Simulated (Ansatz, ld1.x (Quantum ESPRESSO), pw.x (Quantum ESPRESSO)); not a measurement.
Equation-of-state test of one TM potential (tantalum (Ta))

- Element: Ta (Z = 73)
- Generator: ld1.x (Quantum ESPRESSO) 7.5
- Type: norm-conserving Troullier–Martins (Kleinman–Bylander form)
- Functional: PBE
- Relativity: scalar-relativistic
- Frozen core: [Xe] 4f14
- Valence charge: 5
- Reference configuration: 5d3 6s2 6p0
- Partial waves: 6s (bound): rc 2.30 bohr; 5d (bound): rc 2.20 bohr; 6p (bound, empty): rc 3.90 bohr
- Local potential: the p channel
- Core correction: Bessel-smoothed model core inside 1.90 bohr

Atomic tests: cutoffs needed: 30 Ry and 35 Ry (the cutoffs (Ry, on a coarse ladder) from which the occupation-weighted sum of valence levels, in a spherical-Bessel basis at the reference potential, stays within 10 and 1 mRy of its value at 400 Ry); ghost test: no extra level below or beside the all-electron valence levels (s, d, p, f tested) (spherical-Bessel basis up to 400 Ry, 20 bohr box); configuration tests: 1 of 7 tests not solved or not reliable.

Crystal test: fcc Ta in pw.x 7.5, no spin, 13³ k-points, Fermi–Dirac smearing 0.01 Ry, cutoffs 50/200 Ry. The reference is all-electron LAPW (Ansatz 0.2.0) with the same functional, mesh and smearing; V0 and B0 come from Birch–Murnaghan fits to the pressures at five volumes. Errors are pseudo minus all-electron; Δ is the rms difference of the E(V) curves that follow from these fits, minima aligned, over ±6 % about the mean V0. Mesh and smearing are coarse, so the numbers serve the comparison and aren't converged zero-temperature values; the lattice is a test structure that the element need not adopt.

All-electron: a0 = 4.224 Å (V0 = 18.84 Å³/atom), B0 = 188.4 GPa.

Task: How far does the potential miss the all-electron equation of state?

Result: mean pressure error (GPa): +19.66. The pressure does not cross zero within the volumes sampled, so no fit is given. The largest radius (3.90 bohr) exceeds half the bond length (2.83 bohr), so the spheres overlap, which is one possible source of error among others. This is a poor potential for the solid. Atomic configuration tests: 1 of 7 tests not solved or not reliable.

| V (Å³/atom) | P all-electron (GPa) | P pseudo (GPa) |
| --- | --- | --- |
| 17.984 | 9.60 | 33.36 |
| 18.458 | 4.06 | 25.53 |
| 18.931 | -0.85 | 18.58 |
| 19.404 | -5.22 | 12.41 |
| 19.878 | -9.10 | 6.92 |

Task: At the middle volume, how do free energy and pressure move when the wave cutoff is lowered (ecutrho kept at four times it)?

Result:

| cutoff (Ry) | shift of F (meV/atom) | shift of P (GPa) |
| --- | --- | --- |
| 22 | +376.5 | -13.87 |
| 30 | +19.7 | -1.34 |
| 40 | +2.7 | +0.01 |

The run at the middle volume (84 k-points, 7 iterations) took about 4.1 s on one core of a shared host (Intel(R) Xeon(R) Platinum 8488C, 192 threads, 744 GiB, load 104).
